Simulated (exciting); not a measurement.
The system is LiCl.

```xyz
2
Lattice="0.0000 2.5648 2.5648 2.5648 0.0000 2.5648 2.5648 2.5648 0.0000" Properties=species:S:1:pos:R:3 pbc="T T T"
Cl    2.5648    2.5648    2.5648
Li    0.0000    0.0000    0.0000
```

Base run:

* Program: exciting (release sodium)
* Functional: LDA
* Potentials or basis: all-electron LAPW+lo, shipped species files, valence relativity zora
* rgkmax: 7
* k mesh: 9 × 9 × 9
* Occupations: fermi-dirac, width 0.05 eV
* Spin: no spin polarisation

Its results: band gap on the k mesh 5.99 eV, direct.

Question: After a change of settings the same cell gave: band gap on the k mesh 6.59 eV, direct. Which change was it?
A. functional from LDA to PBE
B. functional from LDA to PBEsol
C. functional from LDA to RPBE
D. functional from LDA to PBE; occupations from fermi-dirac, width 0.05 eV to gaussian, width 0.012 eV

Answer: C.
